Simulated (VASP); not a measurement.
# Sn (Im-3m) in VASP: notebook

One crystal, Sn, is run at these levels: RPBE; tasks: single point.

All numbers are computed with VASP 6.6.1; they aren't measurements. Logs are shortened: lines on timing, memory, paths and dates and some standing lists are left out, and cuts for length are marked.

### Step 1. Starting point

The structure is cubic, space group Im-3m (No. 229). Conventional cell: a = 3.845 Å, b = 3.845 Å, c = 3.845 Å, α = 90.00°, β = 90.00°, γ = 90.00°. Sn (site symmetry m-3m) is surrounded by 8 Sn at 3.33 Å.

This isn't the form of Sn at room conditions, which is tetragonal (white tin).

### Step 2. Single point, RPBE

INCAR reads:

```
SYSTEM = Sn
  PREC = Accurate
  ENCUT = 520
  EDIFF = 1E-7
  ISMEAR = -1
  SIGMA = 0.1
  LREAL = .False.
  LASPH = .True.
  NELM = 80
  ALGO = Normal
  ISIF = 2
  LWAVE = .False.
  LCHARG = .True.
  GGA = RP
  LELF = .True.
  LVHAR = .True.
  NBANDS = 13
```

KPOINTS reads:

```
Automatic mesh
0
Gamma
  19 19 19
  0 0 0
```

POSCAR reads:

```
Sn
1.0
   -1.9222643455      1.9222643455      1.9222643455
    1.9222643455     -1.9222643455      1.9222643455
    1.9222643455      1.9222643455     -1.9222643455
Sn
1
Direct
    0.0000000000      0.0000000000      0.0000000000
```

Potentials or basis: VASP PAW PBE potentials, release 64 (Sn_d).

Started as:

```
$ cat potpaw_PBE.64/Sn_d/POTCAR > POTCAR
$ mpirun -np 1 vasp_std > vasp.out
```

OUTCAR:

```text
SYSTEM = Sn
   PREC = Accurate
   ENCUT = 520
   EDIFF = 1E-7
   ISMEAR = -1
   LREAL = .False.
   LASPH = .True.
   NELM = 80
   ISIF = 2
   GGA = RP

 ion  position               nearest neighbor table
   1  0.000  0.000  0.000-

  LATTYP: Found a body centered cubic cell.
 ALAT       =     3.8445286910

  Lattice vectors:

 A1 = (  -1.9222643455,   1.9222643455,   1.9222643455)
 A2 = (   1.9222643455,  -1.9222643455,   1.9222643455)
 A3 = (   1.9222643455,   1.9222643455,  -1.9222643455)

Analysis of symmetry for initial positions (statically):
=====================================================================
 Subroutine PRICEL returns:
 Original cell was already a primitive cell.

 Routine SETGRP: Setting up the symmetry group for a
 body centered cubic supercell.

 Subroutine GETGRP returns: Found 48 space group operations
 (whereof 48 operations were pure point group operations)
 out of a pool of 48 trial point group operations.

The static configuration has the point symmetry O_h .

Analysis of symmetry for dynamics (positions and initial velocities):
=====================================================================
 Subroutine PRICEL returns:
 Original cell was already a primitive cell.

 Routine SETGRP: Setting up the symmetry group for a
 body centered cubic supercell.

 Subroutine GETGRP returns: Found 48 space group operations
 (whereof 48 operations were pure point group operations)
 out of a pool of 48 trial point group operations.

The dynamic configuration has the point symmetry O_h .

 Subroutine INISYM returns: Found 48 space group operations
 (whereof 48 operations are pure point group operations),
 and found     1 'primitive' translations

----------------------------------------------------------------------------------------

                                     Primitive cell

  volume of cell :      28.4118

  direct lattice vectors                    reciprocal lattice vectors
    -1.922264345  1.922264345  1.922264345     0.000000000  0.260109907  0.260109907
     1.922264345 -1.922264345  1.922264345     0.260109907  0.000000000  0.260109907
     1.922264345  1.922264345 -1.922264345     0.260109907  0.260109907  0.000000000

  length of vectors
     3.329459512  3.329459512  3.329459512     0.367850958  0.367850958  0.367850958

  position of ions in fractional coordinates (direct lattice)
     0.000000000  0.000000000  0.000000000

  ion indices of the primitive-cell ions
   primitive index   ion index
                 1           1

----------------------------------------------------------------------------------------

 KPOINTS: Automatic mesh

Automatic generation of k-mesh.
 Grid dimensions read from file:
 generate k-points for:   19   19   19

 Generating k-lattice:

  Cartesian coordinates                     Fractional coordinates (reciprocal lattice)
     0.000000000  0.013689995  0.013689995     0.052631579  0.000000000  0.000000000
     0.013689995  0.000000000  0.013689995     0.000000000  0.052631579  0.000000000
     0.013689995  0.013689995  0.000000000     0.000000000  0.000000000  0.052631579

  Length of vectors
     0.019360577  0.019360577  0.019360577

  Shift w.r.t. Gamma in fractional coordinates (k-lattice)
     0.000000000  0.000000000  0.000000000

 Subroutine IBZKPT returns following result:
 ===========================================

 Found    220 irreducible k-points:

 Following reciprocal coordinates:
            Coordinates               Weight
  0.000000  0.000000  0.000000      1.000000
  0.052632  0.000000  0.000000     12.000000
  0.105263  0.000000  0.000000     12.000000
  0.157895  0.000000  0.000000     12.000000
  0.210526  0.000000  0.000000     12.000000
  0.263158  0.000000  0.000000     12.000000
[... 16 lines left out ...]
  0.263158  0.105263  0.000000     48.000000
  0.315789  0.105263  0.000000     48.000000
 [... further k-points ...]
   k-points           NKPTS =    220   k-points in BZ     NKDIM =    220   number of bands    NBANDS=     13
   number of dos      NEDOS =    301   number of ions     NIONS =      1
   total plane-waves  NPLWV =  21952
   dimension x,y,z NGX =    28 NGY =   28 NGZ =   28
   dimension x,y,z NGXF=    56 NGYF=   56 NGZF=   56
   ions per type =               1
   NGX,Y,Z   is equivalent  to a cutoff of  13.98, 13.98, 13.98 a.u.
   NGXF,Y,Z  is equivalent  to a cutoff of  27.96, 27.96, 27.96 a.u.
 SYSTEM =  Sn
   PREC   = accura    normal or accurate (medium, high low for compatibility)
   ISTART =      0    job   : 0-new  1-cont  2-samecut
   ICHARG =      2    charge: 1-file 2-atom 10-const
   ISPIN  =      1    spin polarized calculation?
   LNONCOLLINEAR =      F non collinear calculations
   LSORBIT =      F    spin-orbit coupling
   LASPH  =      T    aspherical Exc in radial PAW
   ENCUT  =  520.0 eV  38.22 Ry    6.18 a.u.   6.19  6.19  6.19*2*pi/ulx,y,z
   NELM   =     80;   NELMIN=  2; NELMDL= -5     # of ELM steps
   EDIFF  = 0.1E-06   stopping-criterion for ELM
   LREAL  =      F    real-space projection
   EDIFFG = 0.1E-05   stopping-criterion for IOM
   NSW    =      0    number of steps for IOM
   IBRION =     -1    ionic relax: 0-MD 1-quasi-New 2-CG
   NFREE  =      0    steps in history (QN), initial steepest desc. (CG)
   ISIF   =      2    stress and relaxation
   ISYM   =      2    0-nonsym 1-usesym 2-fastsym
   POTIM  = 0.5000    time-step for ionic-motion
   TEBEG  =    0.0;   TEEND  =   0.0 temperature during run
   PSTRESS=    0.0 pullay stress
   NELECT =      14.0000    total number of electrons
   NUPDOWN=      -1.0000    fix difference up-down
   EMIN   =  10.00;   EMAX   =-10.00  energy-range for DOS
   EFERMI =   0.00;   METHOD = LEGACY
   ISMEAR =    -1;   SIGMA  =   0.10  broadening in eV -4-tet -1-fermi 0-gaus
   EFERMI_NEDOS =   21; number of points for ismear=-14 and -15
   IALGO  =     38    algorithm
   IMIX   =      4    mixing-type and parameters
     AMIX     =   0.40;   BMIX     =  1.00
     AMIX_MAG =   1.60;   BMIX_MAG =  1.00
  volume/ion in A,a.u.               =      28.41       191.73
  Fermi-wavevector in a.u.,A,eV,Ry     =   1.293057  2.443524 22.748899  1.671997
  Thomas-Fermi vector in A             =   2.424727
   LORBIT       =      0    0 simple, 1 ext, 2 COOP (PROOUT), +10 PAW based schemes
   GGA     = RP    functional components
   LHFCALC =     F    Hartree Fock is set to
   AEXX    =    0.0000 exact exchange contribution
   IVDW    =     0    specifies the selected vdW correction
   LEPSILON=     F    determine dielectric tensor
   LRPA    =     F    only Hartree local field effects (RPA)
 non-spin polarized calculation
  energy-cutoff  :      520.00
  volume of cell :       28.41
 maximum number of plane-waves:       779
 NGX is ok and might be reduce to    28
   NGX = 13   NGY = 13   NGZ = 13

 number of electron      14.0000002 magnetization

 Free energy of the ion-electron system (eV)
  ---------------------------------------------------
  ext. energy  EPLUGINS =         0.00000000
  ---------------------------------------------------
  free energy    TOTEN  =        -3.41950157 eV

  energy without entropy =       -3.40054131  energy(sigma->0) =       -3.41002144

 E-fermi :   7.6812     XC(G=0): -10.0820

 val. band max:        7.6804024374   @ k =   0.2632   0.2105   0.0526
 cond. band min:       7.6958172434   @ k =  -0.3158   0.4737   0.1053
 fundamental gap:      0.0154148061
 Fermi energy:         7.6812027083

 k-point     1 :       0.0000    0.0000    0.0000
  band No.  band energies     occupation
      1     -13.9320      2.00000
      2     -13.9320      2.00000
      3     -13.9320      2.00000
      4     -13.8128      2.00000
      5     -13.8128      2.00000
      6      -3.0763      2.00000
      7      15.3062      0.00000
      8      15.3062      0.00000
      9      15.3062      0.00000
     10      19.6569      0.00000
     11      19.6569      0.00000
     12      19.6569      0.00000
     13      20.0629      0.00000

 k-point     2 :       0.0526    0.0000    0.0000
  band No.  band energies     occupation
      1     -13.9330      2.00000
      2     -13.9304      2.00000
      3     -13.9269      2.00000
      4     -13.8140      2.00000
      5     -13.8129      2.00000
      6      -3.0181      2.00000
      7      14.7757      0.00000
      8      15.0686      0.00000
      9      15.2338      0.00000
     10      18.7939      0.00000
     11      18.9996      0.00000
     12      19.4894      0.00000
     13      20.3846      0.00000

 k-point     3 :       0.1053    0.0000    0.0000
  band No.  band energies     occupation
      1     -13.9361      2.00000
      2     -13.9258      2.00000
      3     -13.9121      2.00000
      4     -13.8173      2.00000
      5     -13.8134      2.00000
      6      -2.8435      2.00000
      7      13.4996      0.00000
      8      14.4993      0.00000
      9      15.0212      0.00000
     10      17.9436      0.00000
     11      18.2726      0.00000
     12      19.2850      0.00000
     13      20.8138      0.00000

 k-point     4 :       0.1579    0.0000    0.0000
  band No.  band energies     occupation
      1     -13.9407      2.00000
      2     -13.9195      2.00000
      3     -13.8893      2.00000
      4     -13.8219      2.00000
      5     -13.8141      2.00000
      6      -2.5524      2.00000
      7      11.9325      0.00000
      8      13.8129      0.00000
      9      14.6953      0.00000
     10      17.2614      0.00000
     11      17.6357      0.00000
     12      19.2743      0.00000
     13      21.0545      0.00000

 k-point     5 :       0.2105    0.0000    0.0000
  band No.  band energies     occupation
      1     -13.9465      2.00000
      2     -13.9132      2.00000
      3     -13.8606      2.00000
      4     -13.8263      2.00000
      5     -13.8150      2.00000
      6      -2.1451      2.00000
      7      10.3050      0.00000
      8      13.1324      0.00000
      9      14.3089      0.00000
     10      16.7026      0.00000
     11      17.0926      0.00000
     12      19.4825      0.00000
     13      21.3357      0.00000
[... 257 lines left out ...]
 k-point    22 :       0.2105    0.1053    0.0000
  band No.  band energies     occupation
      1     -13.9459      2.00000
      2     -13.9106      2.00000
      3     -13.8317      2.00000
      4     -13.8243      2.00000
      5     -13.8154      2.00000
      6      -1.4502      2.00000
      7       8.7415      0.00005
      8      11.3013      0.00000
      9      13.2369      0.00000
     10      16.8476      0.00000
     11      18.0050      0.00000
     12      19.3889      0.00000
     13      22.9241      0.00000

 k-point    23 :       0.2632    0.1053    0.0000
  band No.  band energies     occupation
      1     -13.9513      2.00000
      2     -13.9065      2.00000
      3     -13.8310      2.00000
      4     -13.8189      2.00000
      5     -13.7966      2.00000
      6      -0.8204      2.00000
      7       7.2946      1.95897
      8      10.7522      0.00000
      9      12.8592      0.00000
     10      16.5074      0.00000
     11      18.0017      0.00000
     12      19.5887      0.00000
     13      23.3111      0.00000

 k-point    24 :       0.3158    0.1053    0.0000
  band No.  band energies     occupation
      1     -13.9560      2.00000
      2     -13.9056      2.00000
      3     -13.8278      2.00000
      4     -13.8198      2.00000
      5     -13.7746      2.00000
      6      -0.0943      2.00000
      7       5.9292      2.00000
      8      10.3449      0.00000
      9      12.5620      0.00000
     10      16.2478      0.00000
     11      17.8871      0.00000
     12      20.0746      0.00000
     13      23.4729      0.00000

 [... further k-points ...]

------------------------ aborting loop because EDIFF is reached ----------------------------------------

  FORCE on cell =-STRESS in cart. coord.  units (eV):
  Direction    XX          YY          ZZ          XY          YZ          ZX
  --------------------------------------------------------------------------------------
  -------------------------------------------------------------------------------------
  Total        0.0198509      0.0198509      0.0198509     -0.0000000     -0.0000000     -0.0000000
  in kB        1.1194148      1.1194148      1.1194148     -0.0000000     -0.0000000     -0.0000000
  external PRESSURE =       1.1194148 kB  Pullay stress =       0.0000000 kB

 VOLUME and BASIS-vectors are now :
 -----------------------------------------------------------------------------
  energy-cutoff  :      520.00
  volume of cell :       28.41
      direct lattice vectors                 reciprocal lattice vectors
    -1.922264345  1.922264345  1.922264345     0.000000000  0.260109907  0.260109907
     1.922264345 -1.922264345  1.922264345     0.260109907  0.000000000  0.260109907
     1.922264345  1.922264345 -1.922264345     0.260109907  0.260109907  0.000000000

 POSITION                                       TOTAL-FORCE (eV/Angst)
 -----------------------------------------------------------------------------------
      0.00000      0.00000      0.00000        -0.000000      0.000000      0.000000
 -----------------------------------------------------------------------------------
    total drift:                                0.000000     -0.000000     -0.000000

  FREE ENERGIE OF THE ION-ELECTRON SYSTEM (eV)
  ---------------------------------------------------
  free  energy   TOTEN  =        -3.4195015684 eV

  energy  without entropy=       -3.4005413051  energy(sigma->0) =       -3.41002144
```

Run time: 66 s. Hardware: 1 thread of Intel Xeon Platinum 8375C at 2.90GHz (Ice Lake), shared host; peak memory 0.21 GiB.

Results:

| Property | Result |
| --- | --- |
| Free energy | -3.4195 eV |
| Pressure | 0.1 GPa |
| Band gap on the k mesh | none (metal or under the smearing width) |

Levels at points of the mesh, in eV from the Fermi level:
| k point | band 4 | band 5 | band 6 | band 7 | band 8 | band 9 | band 10 | band 11 |
| --- | --- | --- | --- | --- | --- | --- | --- | --- |
| (0.00, 0.00, 0.00) | -21.49 | -21.49 | -10.76 | 7.62 | 7.62 | 7.62 | 11.98 | 11.98 |

Caveat: the PAW data sets were made with another functional, which shifts forces and pressure a little.

(Continued in part 2 of 3.)
